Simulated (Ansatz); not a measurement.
# A convergence test on CuI (Marshite): k mesh of the density

Wanted: the cheapest k mesh of the density that holds the PBE gap of CuI (Marshite).

Calculated with Ansatz 0.2.0; DFT, PBE, plane waves, PAW.

The database entry behind the starting cell differs from later determinations by our own check (about 0.15 % long (mineral sample)), so it need not match the best structure at ambient conditions.

**1. The structure**

It takes space group F-43m (No. 216, cubic). Conventional cell: a = 6.063 Å, b = 6.063 Å, c = 6.063 Å, α = 90.00°, β = 90.00°, γ = 90.00°. Nearest to Cu lie 4 I at 2.63 Å. Nearest to I lie 4 Cu at 2.63 Å. Farther neighbours and most contacts between anions are not listed.

The cell and positions come from the Crystallography Open Database and are kept as given unless a step says otherwise. Spin-orbit coupling is left out unless a step names it. The default PAW set here is soft_2. Its files were made with PBE.

**2. k mesh of the density: 2×2×2**

Input file input.yaml:

```yaml
crystal:
  lattice:
    - [0.0, 3.0315, 3.0315]
    - [3.0315, 0.0, 3.0315]
    - [3.0315, 3.0315, 0.0]
  atoms:
    - { symbol: Cu, position: [0.25, 0.25, 0.25] }
    - { symbol: I, position: [0.0, 0.0, 0.0] }
kpoints:
  mp_grid: { grid: [2, 2, 2] }
  band_path:
    path:
      - [0.0, 0.0, 0.0]
      - [-0.5, -0.5, 0.0]
      - [-0.375, -0.375, 0.25]
      - [-0.375, 0.0, 0.375]
      - [0.0, 0.0, 0.5]
      - [-0.5, -0.25, 0.25]
    npoints: 1
hamiltonian:
  xc: pbe
scf:
  occupations: { method: fixed }
  n_extra_bands: 4
output:
  eigenvalues: true
```

Started as:

```bash
$ ansatz run input.yaml --threads 3 --pin off --max-ram 92160MiB --backend cuda --events-out ev --progress --plain --runs-dir out --devices 1 --max-vram 13GiB  # rebuilt from the run's record
```

Numbers of over 12 decimals in the logs are rounded to 6 here.

The log of the run:

```text
scf.n_extra_bands = 4 over 18 filled bands (N_el = 36.0): the run solves 22 bands
GPUs: using 1 of 1 available (devices: 1).
Engine: ansatz 0.2.0, x86_64-unknown-linux-gnu
Pseudopotentials: kind: paw
Pseudopotential: Cu, paw, valence charge 19, recommended cutoff 420 eV (normal), Cu.paw.azcp
Pseudopotential: I, paw, valence charge 17, recommended cutoff 420 eV (normal), I.paw.azcp
Functional definition: PBE
  parameter kappa = 0.804
  parameter beta = 0.066725
  exchange = pbe_x(kappa = kappa, mu = beta*pi^2/3)
  correlation = pbe_c(beta = beta)
device memory: the entry about to start is reckoned to put 1.6 GiB on a device that reports 64.2 GiB free (of which the cap on the GPU budget leaves the run 13.0 GiB)
GPU FFT provider: cuFFT
GPU libraries: cuBLAS 13.8.2, cuFFT 12.4.0, cuSOLVER 12.3.4
Crystal: 2 atoms, lattice volume = 55.719 Å³
Basis set: ecut = 420 eV, 1067 PW (Γ)
Bands: 22, of which v1, the nominal top of the filled ones, is band 18 counted from 1 (17 counted from 0)
Symmetry: 24 space group operations
Space group: F-43m (ITA 216), of the structure as read, at distance tolerance 3.8e-5 Å
k-points: 3 of 8
Non-local potential: Cu, projectors of the file, l = 0: 3, l = 1: 2, l = 2: 3, l = 3: 1
Non-local potential: I, projectors of the file, l = 0: 2, l = 1: 2, l = 2: 2, l = 3: 2
PAW form: soft (Blöchl's): semilocal exchange-correlation on the pseudo side does not see the compensation charge
PAW one-centre angular grid: Cu, 590 points (default); XC on 64 Gauss nodes
PAW one-centre angular grid: I, 590 points (default); XC on 64 Gauss nodes
Initial density: superposition of atomic densities (neutral atoms: chi_scale 0, normalization atom), corrected by the library's trained network
Initial wavefunctions: pseudopotential atomic-orbital guess
GPU buffer pool allocated for 27000 grid points (all kernels)
GPU transforms: local potential and band sums: pruned to the plane-wave sphere, on 30×30×30
Functional: x = pbe(κ = 0.804, μ = 0.219515), c = pbe(β = 0.066725)
SCF iter   1: F=—  HF=-14137.497298 eV  |F-HF|=—  |Δ(HF+E_count)|=         —  Δρ=7.68e-3  dr2=7.18e-2  ethr=1.77e-3  ⟨swp⟩=5.0  Hψ=268  notcnv=0  defer=3
preconditioner: auto → none  [insulator: Δε(μ)=1.133 eV  Ē_g=9.038 eV  n_scr=14 (ndim 8)  ℏωp=21.1 eV  f_vac=0.179  ε∞_Penn≈6.5]
SCF iter   2: F=—  HF=-14137.480198 eV  |F-HF|=—  |Δ(HF+E_count)|=   1.71e-2  Δρ=8.38e-3  dr2=2.50e-2  ethr=2.00e-4  ⟨swp⟩=3.0  Hψ=133  notcnv=0  defer=3
SCF iter   3: F=—  HF=-14137.480853 eV  |F-HF|=—  |Δ(HF+E_count)|=   6.56e-4  Δρ=7.75e-3  dr2=2.20e-2  ethr=6.93e-5  ⟨swp⟩=3.0  Hψ=132  notcnv=0  defer=3
SCF iter   4: F=—  HF=-14137.475868 eV  |F-HF|=—  |Δ(HF+E_count)|=   4.99e-3  Δρ=1.06e-3  dr2=4.29e-4  ethr=6.10e-5  ⟨swp⟩=2.0  Hψ=109  notcnv=0  defer=3
SCF iter   5: F=—  HF=-14137.476123 eV  |F-HF|=—  |Δ(HF+E_count)|=   2.55e-4  Δρ=1.96e-4  dr2=9.26e-6  ethr=1.19e-6  ⟨swp⟩=2.0  Hψ=125  notcnv=0  defer=3
SCF iter   6: F=—  HF=-14137.476286 eV  |F-HF|=—  |Δ(HF+E_count)|=   1.63e-4  Δρ=2.66e-5  dr2=2.66e-7  ethr=2.57e-8  ⟨swp⟩=2.0  Hψ=90  notcnv=0  defer=3
SCF iter   7: F=-14137.476286 eV  HF=-14137.476286 eV  |F-HF|=1.06e-8  |Δ(HF+E_count)|=   4.30e-7  Δρ=3.07e-6  dr2=4.09e-9  ethr=2.78e-10  ⟨swp⟩=6.3  Hψ=258  notcnv=0
SCF 1 converged in 7 iterations: F = -14137.476286 eV  dr2 = 4.09e-9
[...]
device memory: the entry about to start is reckoned to put 1.0 GiB on a device that reports 64.1 GiB free (of which the cap on the GPU budget leaves the run 13.0 GiB)
NSCF: frozen V_eff on 6 k-points
SCF converged after 7 iterations
Free energy (F): -14137.476286 eV
Harris-Foulkes:  -14137.476286 eV  (|F-HF|=1.06e-8)
Internal energy: -14137.476286 eV  (E = F + TS)
E sigma→0 (E₀):  -14137.476286 eV
Fermi energy:    8.199047 eV
--- Per-component energies (eV) ---
  E_band       = -862.076146
  E_kinetic    = 491.209227
  E_local      = -7629.930728  (includes V_loc(G=0)·N_el)
  E_nonlocal   = 316.195843
  E_hartree    = 3549.331946
  E_xc         = -215.177199
  E_vxc        = -241.020838  (∫ρ·V_xc dr)
  E_paw        = -6494.974222  (= ΣΔE_a)
  E_vpaw       = -897.193192  (= ΣTr[D̂ρ^β])
  E_aug_tail   = 0.000298  (compensation charges beyond the density's cutoff)
  E_ewald      = -4154.131452
  E_smearing   = -0.000000  (= −TS)
  E_closure    = 0.000000  (closes the sum)
  Σ components = -14137.476286   (vs F -14137.476286, Δ=0.00e0)
--- Band table (eV) ---
  k-point 0: bands = [... 14 lower, 6.1955, 8.1990, 8.1990, 8.1990, 9.3744, 13.0826, 13.0826, 13.0826]
  k-point 1: bands = [... 14 lower, 6.2247, 6.2772, 7.4516, 7.4516, 10.3715, 13.6320, 13.6320, 15.6709]
  k-point 2: bands = [... 14 lower, 6.2637, 6.2803, 6.5896, 6.5896, 10.9278, 11.1204, 17.5432, 17.9979]
```

Elapsed: 2.6 s, on 1 × NVIDIA H100 80GB HBM3 (shared by 6 runs) with 3 threads of AMD EPYC 7R13 (Zen 3), shared host; peak memory 0.89 GiB; 2.5 s of CPU time.

The column dr2 measures how far the density is from self-consistency, as an energy; F and HF (Harris–Foulkes) agree once it is small.

This step gave:

```yaml
gap: 1.175 eV
valence_top_at: Γ
conduction_bottom_at: Γ
least_direct_gap: 1.175 eV
```

The gap is direct, at Γ.

**3. k mesh of the density: 4×4×4**

Edit input.yaml of step 2 so:

```diff
@@ -9,3 +9,3 @@
 kpoints:
-  mp_grid: { grid: [2, 2, 2] }
+  mp_grid: { grid: [4, 4, 4] }
   band_path:
@@ -26 +26,5 @@
   eigenvalues: true
+  write_density: true
+  write_potential: true
+  elf: true
+  volumetric_format: npy
```

The log of the run:

```text
[...]
GPUs: using 1 of 1 available (devices: 1).
[...]
GPU FFT provider: cuFFT
GPU libraries: cuBLAS 13.8.2, cuFFT 12.4.0, cuSOLVER 12.3.4
Crystal: 2 atoms, lattice volume = 55.719 Å³
Basis set: ecut = 420 eV, 1067 PW (Γ)
Bands: 22, of which v1, the nominal top of the filled ones, is band 18 counted from 1 (17 counted from 0)
Symmetry: 24 space group operations
[...]
Fermi energy:    8.168151 eV
[...]
--- Band table (eV; the first three rows and the last of 8) ---
  k-point 0: bands = [... 14 lower, 6.3142, 8.1682, 8.1682, 8.1682, 9.2866, 13.0372, 13.0372, 13.0372]
  k-point 1: bands = [... 14 lower, 6.3052, 6.8932, 7.7964, 7.7964, 10.4191, 13.5934, 13.5934, 13.6378]
  k-point 2: bands = [... 14 lower, 6.3428, 6.3878, 7.4574, 7.4574, 10.3047, 13.5813, 13.5813, 15.5510]
  k-point 7: bands = [... 14 lower, 6.2657, 6.3973, 6.5665, 6.9083, 12.6499, 12.8188, 14.1741, 14.5533]
[key lines of the parts left out:]
SCF converged after 6 iterations
Free energy (F): -14138.331692 eV
```

Elapsed: 2.6 s, on 1 × NVIDIA H100 80GB HBM3 (shared by 6 runs) with 3 threads; peak memory 0.91 GiB.

This step gave:

```
gap                  : 1.118 eV
valence top at       : Γ
conduction bottom at : Γ
least direct gap     : 1.118 eV
```

The gap is 1.118 eV, −0.057 eV from the run before at this level.

**4. k mesh of the density: 6×6×6 (the default)**

input.yaml, the sections that differ from step 3:

```yaml
kpoints:
  mp_grid: { grid: [6, 6, 6] }
  band_path:
    path:
      - [[0.0, 0.0, 0.0], [-0.5, -0.5, 0.0], [-0.375, -0.375, 0.25]]
      - [[-0.375, 0.0, 0.375], [0.0, 0.0, 0.0], [0.0, 0.0, 0.5], [-0.5, -0.25, 0.25], [-0.5, -0.5, 0.0]]
    npoints: 10
scf:
  occupations: { method: fermi_dirac, width: 0.02 }
  n_extra_bands: 4
# crystal, hamiltonian, output: as in step 3
```

The log of the run:

```text
[...]
GPUs: using 1 of 1 available (devices: 1).
[...]
GPU FFT provider: cuFFT
GPU libraries: cuBLAS 13.8.2, cuFFT 12.4.0, cuSOLVER 12.3.4
Crystal: 2 atoms, lattice volume = 55.719 Å³
Basis set: ecut = 420 eV, 1067 PW (Γ)
Bands: 22, of which v1, the nominal top of the filled ones, is band 18 counted from 1 (17 counted from 0)
Symmetry: 24 space group operations
[...]
Fermi energy:    8.728825 eV
[...]
--- Band table (eV; the first three rows and the last of 16) ---
  k-point 0: bands = [... 14 lower, 6.3085, 8.1574, 8.1574, 8.1574, 9.2782, 13.0325, 13.0325, 13.0325]
  k-point 1: bands = [... 14 lower, 6.2996, 7.2909, 7.9641, 7.9641, 10.2071, 13.0300, 13.3802, 13.3802]
  k-point 2: bands = [... 14 lower, 6.3106, 6.6040, 7.6174, 7.6174, 10.3875, 13.6406, 13.6406, 14.5711]
  k-point 15: bands = [... 14 lower, 6.2660, 6.3912, 6.5815, 6.8617, 12.0145, 12.0595, 15.2502, 15.3168]
[key lines of the parts left out:]
SCF converged after 6 iterations
Free energy (F): -14138.363597 eV
```

Elapsed: 3.5 s, on 1 × NVIDIA H100 80GB HBM3 (shared by 6 runs) with 3 threads; peak memory 0.92 GiB; 3.5 s of CPU time.

This step gave:

```
gap                  : 1.121 eV
valence top at       : Γ
conduction bottom at : Γ
least direct gap     : 1.121 eV
```

The gap is 1.121 eV, +0.002 eV from the run before at this level.

**5. k mesh of the density: 10×10×10**

input.yaml, the sections that differ from step 4:

```yaml
kpoints:
  mp_grid: { grid: [10, 10, 10] }
  band_path:
    path:
      - [0.0, 0.0, 0.0]
      - [-0.5, -0.5, 0.0]
      - [-0.375, -0.375, 0.25]
      - [-0.375, 0.0, 0.375]
      - [0.0, 0.0, 0.5]
      - [-0.5, -0.25, 0.25]
    npoints: 1
scf:
  occupations: { method: fixed }
  n_extra_bands: 4
output:
  eigenvalues: true
# crystal, hamiltonian: as in step 4
```

The log of the run:

```text
[...]
GPUs: using 1 of 1 available (devices: 1).
[...]
GPU FFT provider: cuFFT
GPU libraries: cuBLAS 13.8.2, cuFFT 12.4.0, cuSOLVER 12.3.4
Crystal: 2 atoms, lattice volume = 55.719 Å³
Basis set: ecut = 420 eV, 1067 PW (Γ)
Bands: 22, of which v1, the nominal top of the filled ones, is band 18 counted from 1 (17 counted from 0)
Symmetry: 24 space group operations
[...]
Fermi energy:    8.155547 eV
[...]
--- Band table (eV; the first three rows and the last of 47) ---
  k-point 0: bands = [... 14 lower, 6.3069, 8.1555, 8.1555, 8.1555, 9.2771, 13.0318, 13.0318, 13.0318]
  k-point 1: bands = [... 14 lower, 6.3026, 7.6943, 8.0792, 8.0792, 9.7977, 12.9376, 13.1782, 13.1782]
  k-point 2: bands = [... 14 lower, 6.2968, 7.1122, 7.8932, 7.8932, 10.3299, 13.2030, 13.4776, 13.4776]
  k-point 46: bands = [... 14 lower, 6.2606, 6.3898, 6.5662, 6.8855, 12.3800, 12.4206, 14.6597, 14.8717]
[key lines of the parts left out:]
SCF converged after 6 iterations
Free energy (F): -14138.366123 eV
```

The job ended after 2.4 s (1 × NVIDIA H100 80GB HBM3 (shared by 6 runs) with 3 threads; peak memory 0.9 GiB; 3.1 s of CPU time).

Numbers from this step:

```yaml
gap: 1.122 eV
valence_top_at: Γ
conduction_bottom_at: Γ
least_direct_gap: 1.122 eV
```

The gap is 1.122 eV, +0.001 eV from the run before at this level.

**6. The series**

Differences are against the last row; a negative gap means that bands overlap, and a run with a band path holds that path's time. Times are wall times on 1 × NVIDIA H100 80GB HBM3 (shared by 6 runs) with 3 threads of AMD EPYC 7R13 (Zen 3), shared host, good to a factor of about two.

| k mesh of the density | gap (eV) | direct gap (eV) | gap error (eV) | energy error (meV/atom) | irreducible k | time |
| --- | --- | --- | --- | --- | --- | --- |
| 2×2×2 | 1.175 | 1.175 | +0.054 | +444.9 | 3 | 2.6 s |
| 4×4×4 | 1.118 | 1.118 | −0.003 | +17.2 | 8 | 2.6 s |
| 6×6×6 | 1.121 | 1.121 | −0.001 | +1.3 | 16 | 3.5 s |
| 10×10×10 | 1.122 | 1.122 | +0.000 | +0.0 | 47 | 2.4 s |

**7. Summary of results**

```json
{
 "2×2×2": "1.175 eV",
 "4×4×4": "1.118 eV",
 "6×6×6": "1.121 eV",
 "10×10×10": "1.122 eV"
}
```

In words: The gap holds to 0.02 eV from 4×4×4 on. At 2×2×2 the gap is off by +0.054 eV and the energy by +445 meV/atom. The gap is read over the mesh and added points near the edges, so meshes differ mainly through the density and, for a hybrid, the exchange operator. The runs have no spin polarisation. For a closed low-spin shell that is the natural state; where a d or f shell is open it is a constraint, and the gap is then not the crystal's own.

[Paths, hosts, dates, memory and timing lines, banners, echoed tables and standing remarks are left out of the program output.]

[Logs are printed without paths, hosts, clocks, repeated set-up lines and the standing remarks that a program may print on its own settings, such as how far it seeks lower states.]

[Runs of the session that timed out or met a known fault of the program may be left out.]

[Cells called generated may have been cut or substituted from an entry of the Crystallography Open Database or the Materials Project.]

[Hosts, paths, dates, database ids (printed as entryN), source tags and the programs' standing remarks are cut or masked in the printed files.]
